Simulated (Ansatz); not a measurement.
Al2Pt in Ansatz: the effect of functional

Crystal: Al2Pt.

```
Pt Al
1.0
     0.00000    2.99389    2.99389
     2.99389    0.00000    2.99389
     2.99389    2.99389    0.00000
Pt Al
1 2
Direct
  0.00000 0.00000 0.00000
  0.75000 0.75000 0.75000
  0.25000 0.25000 0.25000
```

The cell isn't the ideal one: volume scaled by 1.04.

Alike in all runs:

* Program: Ansatz 0.2.0
* Task: single point
* Potentials or basis: Ansatz PAW
* k mesh: 8 × 8 × 8
* Occupations: fermi-dirac, width 0.05 eV
* Spin: no spin polarisation

| functional | cutoff | pressure (GPa) |
| --- | --- | --- |
| LDA | 420 eV (not typed: the program's choice for these potentials) | ? |
| PBEsol | 420 eV (not typed: the program's choice for these potentials) | -5.8 |
| r2SCAN | 500 eV (not typed: the program's choice for these potentials) | -5.4 |

Problem. What does the run with functional LDA give?

Solution. Pressure -8.5 GPa.

Caveats: the PAW data sets come from PBE, with cores solved anew for the run's functional, which leaves a small shift of forces and pressure.
